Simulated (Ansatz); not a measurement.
GaAs:

```
CELL_PARAMETERS angstrom
0.00000 2.82685 2.82685
2.82685 0.00000 2.82685
2.82685 2.82685 0.00000
ATOMIC_POSITIONS crystal
As 0.75000 0.75000 0.75000
Ga 0.00000 0.00000 0.00000
```

| Property | Result |
| --- | --- |
| Program | Ansatz 0.2.0 |
| Task | relaxation of cell and atoms |
| Functional | RPBE |
| Potentials or basis | Ansatz PAW |
| Cutoff | 420 eV (not typed: the program's choice for these potentials) |
| k mesh | 8 × 8 × 8 |
| Occupations | fermi-dirac, width 0.05 eV |
| Spin | no spin polarisation |

At the start: volume 22.59 Å³/atom.

Problem. How do energy, volume and symmetry change on relaxing?

Solution. It ends after 5 steps and the volume is 24.45 Å³/atom (+8.2 %); space group F-43m (No. 216, to 0.05 Å).

The path:
```tsv
step	energy change (eV)	largest force (eV/Å)	volume (Å³)
1	0.0000	0.0000	45.18
2	-0.0526	0.0000	48.01
3	-0.0552	0.0000	48.76
4	-0.0552	0.0000	48.89
5	-0.0560	0.0000	48.89
```

Final structure:
```cif
data_structure
_symmetry_space_group_name_H-M 'P 1'
_symmetry_Int_Tables_number 1
_cell_length_a 4.1045
_cell_length_b 4.1045
_cell_length_c 4.1045
_cell_angle_alpha 60.000
_cell_angle_beta 60.000
_cell_angle_gamma 60.000
_cell_volume 48.89
loop_
_atom_site_label
_atom_site_type_symbol
_atom_site_fract_x
_atom_site_fract_y
_atom_site_fract_z
_atom_site_occupancy
As1 As 0.75000 0.75000 0.75000 1
Ga1 Ga 0.00000 0.00000 0.00000 1
```

Caveat: the plane-wave basis is chosen anew once the cell has moved, so the energies of steps on either side of that aren't comparable; the PAW data sets come from PBE, with cores solved anew for the run's functional, which leaves a small shift of forces and pressure.
